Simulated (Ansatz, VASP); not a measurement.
## BaTiO3 in VASP and in Ansatz

INCAR

```
SYSTEM = BaTiO3
ALGO = Normal ; EDIFF = 1E-7
ENCUT = 520 ; GGA = PS
ISIF = 2 ; ISMEAR = -1
LASPH = .True. ; LCHARG = .True.
LELF = .True. ; LREAL = .False.
LVHAR = .True. ; LWAVE = .False.
NBANDS = 28 ; NELM = 100
PREC = Accurate ; SIGMA = 0.05
```

KPOINTS

```
k-points
0
Gamma
  7 7 7
  0 0 0
```

POSCAR

```
BaTiO3
1.0
    3.9181485176      0.0000000000      0.0000000000
    0.0000000000      3.9181485176      0.0000000000
    0.0000000000      0.0000000000      3.9359769848
Ba Ti O
1 1 3
Direct
    0.0000000000      0.0000000000      0.0000000000
    0.5000000000      0.5000000000      0.4900000000
    0.0000000000      0.5000000000      0.5170000000
    0.5000000000      0.0000000000      0.5170000000
    0.5000000000      0.5000000000      0.0190000000
```

File input.yaml:

```yaml
crystal:
  lattice:
    - [3.9181485176, 0.0, 0.0]
    - [0.0, 3.9181485176, 0.0]
    - [0.0, 0.0, 3.9359769848]
  atoms:
    - { symbol: Ba, position: [0.0, 0.0, 0.0] }
    - { symbol: Ti, position: [0.5, 0.5, 0.49] }
    - { symbol: O, position: [0.0, 0.5, 0.517] }
    - { symbol: O, position: [0.5, 0.0, 0.517] }
    - { symbol: O, position: [0.5, 0.5, 0.019] }
kpoints:
  mp_grid: { grid: [7, 7, 7] }
scf:
  occupations: { method: fermi_dirac, width: 0.05 }
hamiltonian:
  xc: pbesol
  pseudopotentials: { kind: all_electron, lapw: { basis_error: 0.001 } }
output:
  forces: true
  stress: true
  eigenvalues: true
```

Change from the starting cell: volume scaled by 0.94.

Alike in both runs: task single point; functional PBEsol; k mesh 7 × 7 × 7; occupations fermi-dirac, width 0.05 eV; no spin polarisation.

|  | VASP | Ansatz |
| --- | --- | --- |
| version | VASP 6.6.1 | Ansatz 0.2.0 |
| potentials or method | VASP PAW PBE potentials, release 64 (Ba_sv, Ti_sv, O) | all-electron LAPW, scalar-relativistic |
| plane-wave cutoff (eV) | 520 | see its input |

Ansatz gave:

| Item | Value |
| --- | --- |
| gap on the k mesh at the Fermi level (eV) | 2.02 |
| least direct gap on the mesh (eV) | 2.11 |
| pressure (GPa) | 7.6 |
| largest component of the traceless stress (GPa) | 0.76 |
| rms of the force components (eV/Å) | 0.050 |

Task: Estimate VASP's values.

Result: gap on the k mesh at the Fermi level (eV): 1.95; least direct gap on the mesh (eV): 2.08; pressure (GPa): 9.9; largest component of the traceless stress (GPa): 0.82; rms of the force components (eV/Å): 0.069.

Atom by atom the forces differ by 0.020 eV/Å (rms over components). Ansatz ran all-electron here, so the differences hold the error of VASP's frozen core and of both bases.

Caveats: spin-orbit coupling is left out, which moves the levels of the heavy elements; an odd mesh through Γ misses points on the zone boundary, where band edges often lie; the PAW data sets were made with another functional, which shifts forces and pressure a little (VASP).
